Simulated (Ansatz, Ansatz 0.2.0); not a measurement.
# Lattice constants of NiAs-type PtSn: PBEsol comes within 1 % on a coarse mesh, with c/a slightly low

## The measurement

PtSn, known as the mineral niggliite, is a metallic intermetallic without magnetic order that crystallises in the hexagonal NiAs type, space group P6₃/mmc, with four atoms in the cell. The reference values are the two lattice constants a = 4.1014 Å and c = 5.4405 Å of a diffraction refinement (1970, Crystallography Open Database entry 1537667). Neither the sample nor the temperature is stated. I take them to describe bulk material, presumably at room temperature. An off-stoichiometric sample could have a slightly different cell, which two numbers alone cannot reveal. The same refined structure serves as the starting point of the relaxations, so a calculation has to move away from it on its own account before its error becomes visible.

| compared with | measured | source's wording or label | method |
| --- | --- | --- | --- |
| a (Å) | 4.1014 | value in the starting structure | diffraction refinement behind the database entry |
| c (Å) | 5.4405 | value in the starting structure | diffraction refinement behind the database entry |

## Model and target

I want the cheapest level of theory that gives both a and c within 1 % of the diffraction values. That is about 0.04 Å in a and 0.05 Å in c, tight enough to separate functionals that bind too strongly or too weakly. It is also wide enough to tolerate what my static calculations leave out: thermal expansion and zero-point motion together typically lengthen a metal's axes by a few tenths of a percent at room temperature. Both axes must pass separately, because a good volume can hide a wrong c/a.

The model is the perfect four-atom crystal, with cell and atoms relaxed within the space group and without spin polarisation. I begin with a semilocal functional on a coarse k mesh, then test the mesh and the plane-wave cutoff. Platinum's spin-orbit coupling is appreciable, and the choice of pseudopotential may matter too; dearer treatments come in where the results call for them.

System: PtSn, NiAs type; P6_3/mmc (No. 194), 4 atoms in the primitive cell; the database structure is a diffraction structure: a = 4.101 Å, c = 5.441 Å.

## 1. PBEsol on a coarse mesh

PBEsol was made for the equilibrium geometry of dense solids and costs hardly more than LDA, so I see little to save by going below it. The light settings are a 6×6×4 mesh and the default cutoff. For a metal this mesh is thin, and I treat the result as a first sighting. I expect both axes to come out within about one percent, probably slightly short.

**Run 1.** Ansatz 0.2.0: PBEsol, cell and atoms relaxed from the database structure, cutoff 420 eV (default), 6x6x4 k mesh, Gaussian smearing 0.1 eV.

Key lines of the input:
```
crystal:
  # lattice and atoms
kpoints:
  mp_grid: { grid: [6, 6, 4] }
hamiltonian:
  xc: pbesol
scf:
  occupations: { method: gaussian, width: 0.1 }
output:
  stress: true
relax:
  adjacent_minimum: "off"
  max_steps: 60
  cell: { stress_tol: 0.03 }
```

Command:
```
ansatz run input.yaml --threads 4 --pin off --max-ram 8192MiB --backend cpu --events-out ev --progress --plain --runs-dir out
```

Selected lines of the output:
```
Basis set: ecut = 420 eV, 1573 PW (Γ) [...]
k-points: 21 of 144
relax step   1: F+E_penalty+E_count = -36669.51419001 eV  [...]  P = +1.540 GPa  Ω = 79.256 Å³  (6 SCF iters, dr2 threshold 1.00e-7 eV, accepted)
relax step   5: F+E_penalty+E_count = -36669.51882641 eV  [...]  P = -0.001 GPa  Ω = 80.139 Å³
relax step   6: F+E_penalty+E_count = -36669.51934134 eV  [...]  P = -0.006 GPa  Ω = 80.139 Å³
```

Converged; 6 s on 4 cores of Arm Neoverse V1, shared host.

| quantity | run 1 | measured | deviation |
| --- | --- | --- | --- |
| a (Å) | 4.1256 | 4.1014 | +0.0242 (+0.6 %) |
| c (Å) | 5.4367 | 5.4405 | −0.0038 (−0.1 %) |
| cell volume (Å³) | 80.14 |  |  |

Both axes are inside the 1 % target at the first attempt. I had expected them slightly short; instead a is 0.6 % too long, while c is almost on the measured value. The relaxation did move the cell: the volume grew from 79.256 to 80.139 Å³, all of it in the basal plane, since c shrank slightly. Thermal expansion would lengthen the calculated axes further, so it would add to the excess in a. With 21 irreducible k-points for a metal, I don't yet trust the split between the two axes.

## 2. Doubling the k mesh

I keep the functional and the cutoff and double the mesh in each direction to 12×12×8. The run costs several times more per step, which is still little for four atoms. An unconverged Fermi surface can shift a and c in opposite directions, so I shall compare the axes rather than the volume alone. I expect changes of a few tenths of a percent at most.

**Run 2.** Ansatz 0.2.0: PBEsol, cell and atoms relaxed from the database structure, cutoff 420 eV (default), 12x12x8 k mesh, Gaussian smearing 0.1 eV.

Key lines of the input, as changed from run 1:
```diff
  kpoints:
-   mp_grid: { grid: [6, 6, 4] }
+   mp_grid: { grid: [12, 12, 8] }
```

Selected lines of the output:
```
Basis set: ecut = 420 eV, 1573 PW (Γ) [...]
k-points: 95 of 1152
relax step   1: F+E_penalty+E_count = -36669.54030357 eV  [...]  P = +1.537 GPa  Ω = 79.256 Å³  (6 SCF iters, dr2 threshold 1.00e-7 eV, accepted)
relax step   6: F+E_penalty+E_count = -36669.54514595 eV  [...]  P = -0.005 GPa  Ω = 80.117 Å³
```

Converged; wall time 23 s.

| quantity | run 2 | measured | deviation |
| --- | --- | --- | --- |
| a (Å) | 4.1241 | 4.1014 | +0.0227 (+0.6 %) |
| c (Å) | 5.4392 | 5.4405 | −0.0013 (−0.0 %) |
| cell volume (Å³) | 80.12 |  |  |

Doubling the mesh shortens a by 0.0015 Å and lengthens c by 0.0025 Å, each about 0.05 % or less. The axes do move in opposite directions, but by far too little to affect the target. The coarse mesh was therefore already adequate for this purpose, and the excess in a does not come from k-point sampling.

## 3. Plane-wave cutoff, below and above

The cutoff is still untested. I bracket the default with 290 eV and 590 eV on the dense mesh. The lower value would show whether the basis can be made cheaper, the higher one whether the default is good enough to carry a verdict. I expect the high cutoff to change the axes by no more than about a tenth of a percent, and the low one to distort them visibly.

**Run 3.** Ansatz 0.2.0: PBEsol, cell and atoms relaxed from the database structure, cutoff 290 eV, 12x12x8 k mesh, Gaussian smearing 0.1 eV.

Key lines of the input, as changed from run 2:
```diff
+ basis:
+   ecutwfc: 290.0
```

Selected lines of the output:
```
Basis set: ecut = 290 eV, 903 PW (Γ) [...]
k-points: 95 of 1152
relax step   1: F+E_penalty+E_count = -36668.87303518 eV  [...]  P = +2.536 GPa  Ω = 79.256 Å³  (7 SCF iters, dr2 threshold 1.00e-7 eV, accepted)
relax step   2: F+E_penalty+E_count = -36668.49824279 eV  [...]  P = -8.716 GPa  Ω = 82.950 Å³
[...]
relax step  15: F+E_penalty+E_count = -36668.88542573 eV  [...]  P = -0.001 GPa  Ω = 80.706 Å³
relax step  16: F+E_penalty+E_count = -36668.88646221 eV  [...]  P = +0.001 GPa  Ω = 80.706 Å³
--- Relaxed structure (11 steps of the walk, 10 accepted, 5 SCFs on fresh bases) ---
  cell:  # Å, volume = 80.7058 Å³
    - [4.137507434056407, 0.0, 0.0]
    - [-2.0687537170282035, 3.5831865462398165, 0.0]
    - [0.0, 0.0, 5.443731455926263]
```

Converged; wall time 34 s. Warnings: cutoff_below_recommended (in short: A typed cutoff is below a recommended value, from the records, the datasets' recipe or DFPT's needs, possibly lowering the density cutoff; compare with a higher-cutoff run).

**Run 4.** Ansatz 0.2.0: PBEsol, cell and atoms relaxed from the database structure, cutoff 590 eV, 12x12x8 k mesh, Gaussian smearing 0.1 eV.

Key lines of the input, as changed from run 2:
```diff
+ basis:
+   ecutwfc: 590.0
```

Selected lines of the output:
```
relax step   1: F+E_penalty+E_count = -36669.54815700 eV  [...]  P = +1.499 GPa  Ω = 79.256 Å³  (6 SCF iters, dr2 threshold 1.00e-7 eV, accepted)
relax step   6: F+E_penalty+E_count = -36669.55278899 eV  [...]  P = -0.002 GPa  Ω = 80.095 Å³
```

Converged; wall time 44 s.

| quantity | run 3 | run 4 | measured |
| --- | --- | --- | --- |
| a (Å) | 4.1375 | 4.1236 | 4.1014 |
| c (Å) | 5.4437 | 5.4390 | 5.4405 |
| cell volume (Å³) | 80.71 | 80.10 |  |

Raising the cutoff from 420 to 590 eV shortens a by 0.0005 Å and c by 0.0002 Å, so the default is good enough for this target. At 290 eV the program warns that the cutoff lies below a recommended value and advises comparison with a higher one. That comparison shows a 0.0139 Å longer than at 590 eV, while c is much less affected. Both axes still pass at 290 eV, but a only narrowly, and a good part of its excess is basis error. The smaller basis also needed 16 relaxation steps instead of 6, so it saves nothing worth having. I stay with the default.

## 4. A second set of pseudopotentials

The remaining 0.6 % in a may belong to PBEsol or to the potentials. Before I blame the functional, I repeat the dense-mesh relaxation with PseudoDojo norm-conserving potentials. They need a cutoff of 1143 eV and so a much larger basis, which makes this a check and not a candidate for the cheapest level. I expect a to agree with the earlier value within about 0.01 Å.

**Run 5.** Ansatz 0.2.0: PBEsol, PseudoDojo norm-conserving pseudopotentials, cell and atoms relaxed from the database structure, cutoff 1143 eV (default), 12x12x8 k mesh, Gaussian smearing 0.1 eV.

Key lines of the input, as changed from run 2:
```diff
  hamiltonian:
+   pseudopotentials: { kind: nc, accuracy: standard }
```

Selected lines of the output:
```
Basis set: ecut = 1142.878222 eV, 7013 PW (Γ) [...]
relax step   1: F+E_penalty+E_count = -11388.44545187 eV  [...]  P = +1.486 GPa  Ω = 79.256 Å³  (8 SCF iters, dr2 threshold 1.00e-7 eV, accepted)
relax step   6: F+E_penalty+E_count = -11388.45027017 eV  [...]  P = +0.005 GPa  Ω = 80.089 Å³
```

Converged; wall time 91 s.

| quantity | run 5 | measured | deviation |
| --- | --- | --- | --- |
| a (Å) | 4.1244 | 4.1014 | +0.0230 (+0.6 %) |
| c (Å) | 5.4366 | 5.4405 | −0.0039 (−0.1 %) |
| cell volume (Å³) | 80.09 |  |  |

The norm-conserving potentials change a by 0.0003 Å and c by 0.0026 Å. Two different sets of potentials thus give the same excess in a, and the choice between them cannot account for it. The check needed 7013 plane waves against 1573 for the default set, with no gain in agreement.

## 5. Adding spin-orbit coupling

The physics most obviously missing for platinum is spin-orbit coupling. I add it to PBEsol at the default cutoff and on the dense mesh, using fully relativistic potentials in place of the scalar ones. The two-component wavefunctions make each step several times dearer. The target is already met without the coupling, so the question is whether that pass survives it and whether the excess in a shrinks. I expect a shift of a few tenths of a percent at most, and I have no firm expectation of its sign.

**Run 6.** Ansatz 0.2.0: PBEsol with spin-orbit coupling, cell and atoms relaxed from the database structure, cutoff 420 eV (default), 12x12x8 k mesh, Gaussian smearing 0.1 eV.

Key lines of the input, as changed from run 2:
```diff
  hamiltonian:
+   pseudopotentials: { kind: paw_fr }
+ magnetization:
+   noncollinear: true
+   spin_orbit: true
```

Selected lines of the output:
```
relax step   1: F+E_penalty+E_count = -36741.52178803 eV  [...]  P = +1.159 GPa  Ω = 79.256 Å³  (9 SCF iters, dr2 threshold 1.00e-7 eV, accepted)
relax step   6: F+E_penalty+E_count = -36741.52588699 eV  [...]  P = -0.004 GPa  Ω = 79.940 Å³
    - [4.123958661841588, 0.0, 0.0]
    - [0.0, 0.0, 5.427551527161534]
```

Converged; 2.2 min on 4 cores of Intel Xeon 6975P-C (Granite Rapids), shared host.

| quantity | run 6 | measured | deviation |
| --- | --- | --- | --- |
| a (Å) | 4.1240 | 4.1014 | +0.0226 (+0.6 %) |
| c (Å) | 5.4276 | 5.4405 | −0.0129 (−0.2 %) |
| cell volume (Å³) | 79.94 |  |  |

With spin-orbit coupling, a stays where it was and c shortens by about 0.012 Å, or 0.2 %. Part of that shift could come from the change to fully relativistic potentials, which I can't separate from the coupling here. Both axes still pass, so the coupling isn't needed for this target. Nor does it explain the long a, and it lowers the ratio c/a from 1.319 to 1.316, further from the measured 1.326.

## 6. Is the axial ratio particular to PBEsol?

What remains is a cell slightly too flat, whatever the mesh, potentials or coupling. I now vary the functional itself, without spin-orbit coupling and on the dense mesh: LDA one rung below PBEsol, r2SCAN one rung above. LDA also closes a gap in my search for the cheapest level, since I skipped it at the start. I expect LDA to shorten both axes, which may help a but endanger c. If all three functionals give a low c/a, the mismatch is not peculiar to PBEsol.

**Run 7.** Ansatz 0.2.0: LDA, cell and atoms relaxed from the database structure, cutoff 420 eV (default), 12x12x8 k mesh, Gaussian smearing 0.1 eV.

Key lines of the input, as changed from run 2:
```diff
  hamiltonian:
-   xc: pbesol
+   xc: lda
```

Selected lines of the output:
```
relax step   1: F+E_penalty+E_count = -36251.41999655 eV  [...]  P = -1.784 GPa  Ω = 79.256 Å³  (6 SCF iters, dr2 threshold 1.00e-7 eV, accepted)
    - [4.092069251247806, 0.0, 0.0]
    - [0.0, 0.0, 5.405231541942981]
```

Converged; 19 s on 4 cores of Arm Neoverse V1, shared host.

**Run 8.** Ansatz 0.2.0: r2SCAN, cell and atoms relaxed from the database structure, cutoff 500 eV (default), 12x12x8 k mesh, Gaussian smearing 0.1 eV.

Key lines of the input, as changed from run 2:
```diff
  hamiltonian:
-   xc: pbesol
+   xc: r2scan
```

Selected lines of the output:
```
relax step   1: F+E_penalty+E_count = -37153.26608127 eV  [...]  P = +3.635 GPa  Ω = 79.256 Å³  (6 SCF iters, dr2 threshold 1.00e-7 eV, accepted)
    - [4.1370931748833994, 0.0, 0.0]
    - [0.0, 0.0, 5.4746898641571935]
```

Converged; 38 s on 4 cores of Arm Neoverse V2, shared host.

| quantity | run 7 | run 8 | measured |
| --- | --- | --- | --- |
| a (Å) | 4.0921 | 4.1371 | 4.1014 |
| c (Å) | 5.4052 | 5.4747 | 5.4405 |
| cell volume (Å³) | 78.38 | 81.15 |  |

LDA shortens both axes, as I had supposed, and leaves a only about 0.2 % short of the measured value. Its c is 0.6 % short, which still passes. r2SCAN lengthens both: a is 0.9 % too long and c 0.6 %, so it passes as well, but with little room in a.

The ratio c/a is 1.321 with LDA and 1.323 with r2SCAN, against 1.319 with PBEsol and 1.326 measured. The slightly flat cell is therefore common to all three functionals, though least marked with r2SCAN. The runs don't settle its cause.

LDA costs about as much as PBEsol on the same mesh, so it offers no real saving, and r2SCAN brings no gain in the lattice constants. PBEsol already met the target on the coarse mesh, and that pass has held against a denser mesh, a higher cutoff and other potentials. I stop here.

## Collected results

| run | settings | a (Å) | deviation | c (Å) | deviation | cost |
| --- | --- | --- | --- | --- | --- | --- |
| 1 | PBEsol, 6x6x4 mesh | 4.1256 | +0.0242 (+0.6 %) | 5.4367 | −0.0038 (−0.1 %) | under 1 core-min |
| 2 | PBEsol, cutoff 420 eV (default), 12x12x8 k mesh | 4.1241 | +0.0227 (+0.6 %) | 5.4392 | −0.0013 (−0.0 %) | 91 core-s |
| 3 | PBEsol, cutoff 290 eV | 4.1375 | +0.0361 (+0.9 %) | 5.4437 | +0.0032 (+0.1 %) | 2.2 core-min |
| 4 | PBEsol, cutoff 590 eV | 4.1236 | +0.0222 (+0.5 %) | 5.4390 | −0.0015 (−0.0 %) | 2.9 core-min |
| 5 | PBEsol, PseudoDojo, cutoff 1143 eV | 4.1244 | +0.0230 (+0.6 %) | 5.4366 | −0.0039 (−0.1 %) | 6.1 core-min |
| 6 | PBEsol with spin-orbit coupling, cutoff 420 eV (default), 12x12x8 k mesh | 4.1240 | +0.0226 (+0.6 %) | 5.4276 | −0.0129 (−0.2 %) | 9 core-min |
| 7 | LDA, cutoff 420 eV (default), 12x12x8 k mesh | 4.0921 | −0.0093 (−0.2 %) | 5.4052 | −0.0353 (−0.6 %) | 76 core-s |
| 8 | r2SCAN, cutoff 500 eV | 4.1371 | +0.0357 (+0.9 %) | 5.4747 | +0.0342 (+0.6 %) | 2.5 core-min |
|  | measured | 4.1014 |  | 5.4405 |  |  |

## Outcome

PBEsol meets the target. On the 6×6×4 mesh with the default cutoff, a is 0.6 % too long and c 0.1 % too short, for less than one core-minute. This is the cheapest level I tried that is accurate enough.

The denser mesh, the higher cutoff and the second set of potentials mattered because they left this result almost unchanged. Lowering the cutoff to 290 eV was a wasted economy: it took more relaxation steps and lengthened a, and its close c is chance, since that basis lies below the recommended cutoff. LDA and r2SCAN also pass, but LDA saves nothing worth mentioning and r2SCAN leaves little room in a.

The near-exact c of PBEsol should not be taken as a measure of its quality. The run with spin-orbit coupling and fully relativistic potentials shortens c by 0.2 %, while thermal and zero-point expansion, absent from all my runs, should lengthen it by a similar rough amount. The two omissions partly cancel. In a there is no such help: the coupling hardly changes it, and expansion would add a few tenths of a percent to the excess. PBEsol would probably still pass, with less to spare; r2SCAN might not. For LDA the same expansion would reduce the shortfall in c.

The excess in a with PBEsol is probably in large part the functional's own: mesh, higher cutoff and potentials hardly move it, while a change of functional does. That is an argument and not a proof, since the sample is unknown. What I could not settle is why all three give too low a c/a. A shared error of the functionals and an off-stoichiometric sample both remain possible, and anisotropic expansion could account for a part. With neither composition nor temperature stated for the measurement, I can't choose between them.

[Logs are printed without paths, hosts, clocks, repeated set-up lines and the standing remarks that a program may print on its own settings, such as how far it seeks lower states.]

[The runs shown are a pick from a larger set of finished runs; failed, doubtful and other runs were left out of it ahead of writing. So were measured values far from every level or from commonly accepted values, and agreement can look better than it is. Lines of input and output are excerpts and may be shortened.]
